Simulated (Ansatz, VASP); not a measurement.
## Two plane-wave programs on MoS2

```
Mo S
1.0
     1.55865    0.89988    6.06688
    -1.55865    0.89988    6.06688
     0.00000   -1.79977    6.06688
Mo S
1 2
Cartesian
  0.0000 0.0000 0.0000
  0.0000 0.0000 7.5897
  0.0000 0.0000 4.5502
```

Change from the starting cell: volume scaled by 0.96.

Alike in both runs: task single point; functional PBEsol; k mesh 10 × 10 × 10; occupations fermi-dirac, width 0.05 eV; no spin polarisation.

|  | VASP | Ansatz |
| --- | --- | --- |
| version | VASP 6.6.1 | Ansatz 0.2.0 |
| potentials or method | VASP PAW PBE potentials, release 64 (Mo_sv, S) | Ansatz PAW |
| plane-wave cutoff (eV) | 520 | 420 |
| valence electrons in the cell | 26 | 26 |

Ansatz gave:

| Quantity | Value |
| --- | --- |
| gap on the k mesh at the Fermi level (eV) | 0.87 |
| least direct gap on the mesh (eV) | 2.07 |
| pressure (GPa) | 7.3 |
| largest component of the traceless stress (GPa) | 2.52 |
| rms of the force components (eV/Å) | 0.451 |

Problem. Which values does VASP return?

Solution. gap on the k mesh at the Fermi level (eV): 0.89; least direct gap on the mesh (eV): 2.08; pressure (GPa): 7.3; largest component of the traceless stress (GPa): 2.50; rms of the force components (eV/Å): 0.450.

Atom by atom the forces differ by 0.001 eV/Å (rms over components). The functional is the same, so the differences come from potentials, cutoffs and numerics.

Caveats: the PAW data sets were made with another functional, which shifts forces and pressure a little (VASP); the PAW data sets come from PBE, with cores solved anew for the run's functional, which leaves a small shift of forces and pressure (Ansatz); forces of over 1 eV/Å show positions far from the minimum, so gaps and moduli don't describe the material at rest (Ansatz). A k mesh can miss the band edges.
